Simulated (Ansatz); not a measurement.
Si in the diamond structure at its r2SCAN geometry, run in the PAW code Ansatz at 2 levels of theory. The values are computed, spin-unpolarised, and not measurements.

The r2SCAN input:
```yaml
crystal:
  lattice:
    - [0.0, 2.7221188733, 2.7221188733]
    - [2.7221188733, 0.0, 2.7221188733]
    - [2.7221188733, 2.7221188733, 0.0]
  atoms:
    - { symbol: Si, position: [0.0, 0.0, 0.0] }
    - { symbol: Si, position: [0.25, 0.25, 0.25] }
kpoints:
  mp_grid: { grid: [8, 8, 8] }
  band_path:
    path:
      - [0.0, 0.0, 0.0]
      - [0.5, 0.0, 0.5]
      - [0.625, 0.25, 0.625]
      - [0.375, 0.375, 0.75]
      - [0.5, 0.5, 0.5]
      - [0.5, 0.25, 0.75]
      - [0.0, 0.419271, 0.419271]
    npoints: 1
hamiltonian:
  xc: r2scan
scf:
  occupations: { method: fixed }
  n_extra_bands: 4
output:
  forces: true
  stress: true
  eigenvalues: true
  write_density: true
  write_potential: true
  elf: true
  volumetric_format: npy
```

Main results, then, where recorded, the levels near the gap in eV from the Fermi energy (columns number the bands from 0), one row a point of the path (Γ, X, U, K, L, W, Γ–X (0.84)):
```
Crystal: 2 atoms, lattice volume = 40.341 Å³
Symmetry: 48 space group operations
Space group: Fd-3m (ITA 227)
```
```
Basis set: ecut = 500 eV, 965 PW (Γ)
k-points: 29 of 512
SCF converged after 6 iterations
Free energy (F): -1278.130077 eV
Fermi energy:    6.077168 eV
--- Stress (GPa, compression-positive) ---
        0.006700       0.000000       0.000000
        0.000000       0.006700       0.000000
        0.000000       0.000000       0.006700
  P = ⅓ Tr σ = 0.0067 GPa (0.067 kbar)
```
```tsv
band_0	band_1	band_2	band_3	band_4	band_5	band_6
-12.483	0.000	0.000	0.000	2.739	2.739	2.739
-8.141	-8.141	-2.997	-2.997	0.919	0.919	10.799
-8.580	-7.522	-4.463	-2.549	1.429	4.453	7.940
-8.580	-7.522	-4.463	-2.549	1.429	4.453	7.940
-10.049	-7.240	-1.269	-1.269	1.844	3.574	3.574
-7.973	-7.973	-4.000	-4.000	4.588	4.588	5.387
-9.374	-6.765	-2.888	-2.888	0.770	1.385	9.440
```

r2SCAN gives an indirect gap of 0.77 eV, from Γ to Γ–X (0.84 of the way from Γ); the least direct gap is 2.74 eV at Γ.

Q: In the first input these blocks are replaced (the band path and keys that only write files left aside):
```yaml
kpoints:
  mp_grid: { grid: [6, 6, 6] }
hamiltonian:
  xc: pbe0
```
What comes out?

A:
```
Basis set: ecut = 420 eV, 749 PW (Γ)
k-points: 16 of 216
hybrid outer 1: dexx = +5.503e-3 eV, tail = 3.59e-6 eV
hybrid outer 2: dexx = +2.017e-7 eV, tail = 5.84e-9 eV, Δε = 9.25e-4 eV
hybrid SCF converged: 2 outer / 9 inner (+2 warm-up)
Free energy (F): -1272.910858 eV
Fermi energy:    5.487198 eV
--- Stress (GPa, compression-positive) ---
       -0.358989       0.000000       0.000000
        0.000000      -0.358989       0.000000
        0.000000       0.000000      -0.358989
  P = ⅓ Tr σ = -0.3590 GPa (-3.590 kbar)
```
```tsv
band_0	band_1	band_2	band_3	band_4	band_5	band_6
-13.343	0.000	0.000	0.000	3.972	3.972	3.972
-8.744	-8.744	-3.164	-3.164	1.949	1.949	12.142
-9.207	-8.084	-4.753	-2.685	2.481	5.627	9.306
-9.207	-8.084	-4.753	-2.685	2.481	5.627	9.306
-10.765	-7.787	-1.329	-1.329	2.859	4.811	4.811
-8.560	-8.560	-4.251	-4.251	5.735	5.735	6.652
-10.053	-7.279	-3.048	-3.048	1.795	2.433	10.785
```
With PBE0 the valence top lies at Γ and the conduction bottom at Γ–X (0.84 of the way from Γ), 1.80 eV higher; the smallest vertical gap, at Γ, is 3.97 eV. The mean stress, -0.4 GPa, is small, and the program warns that its thresholds are loose for a hybrid's stress.

Small level splittings and stresses of the hybrids carry the error of their coarser meshes.

Totals of different functionals can't be compared.

The meshes of the hybrids are coarse, so their gaps aren't converged to the digits shown.
